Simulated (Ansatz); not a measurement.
Method: Ansatz 0.2.0, DFT PBE, scalar-relativistic, plane waves, PAW. Settings: cutoff 420 eV, Γ-centred meshes spaced at most about 0.3 Å⁻¹, and about 0.25 Å⁻¹ or finer for metals (2π included), Gaussian smearing. No spin polarisation.

These are static total energies at zero pressure.

Question: Order these relaxed structures of CdSe4 by energy, lowest first, with the energy over the lowest of them.
A.

```
Cd Se
1.0
     5.06426    0.00000    0.00000
     0.00000    5.06426    0.00000
     0.00000    0.00000    5.06426
Cd Se
1 4
Direct
  0.00000 0.00000 0.00000
  0.30577 0.30577 0.30577
  0.69423 0.69423 0.30577
  0.30577 0.69423 0.69423
  0.69423 0.30577 0.69423
```

B.

```
Cd Se
1.0
    -4.15702    4.15702    2.18849
     4.15702   -4.15702    2.18849
     4.15702    4.15702   -2.18849
Cd Se
1 4
Direct
  0.00000 0.00000 0.00000
  0.28051 0.81774 0.09825
  0.18226 0.28051 0.46277
  0.81774 0.71949 0.53723
  0.71949 0.18226 0.90175
```

Answer: B (0 meV/atom), A (510 meV/atom). Forms: B I4/m; A P-43m. Counting Se atoms around Cd (those within 1.25 times the shortest such distance or 1.15 times the sum of covalent radii): B has Cd 4; A has Cd 4. B holds Se–Se chains (shortest 2.51 Å); in A the shortest Se–Se distance is 2.78 Å, near bonding range too. Both come from invented guesses.

Cells relaxed within their symmetry can be saddle points. Some types were kept out of the candidates beforehand, so the set may lack a known form.
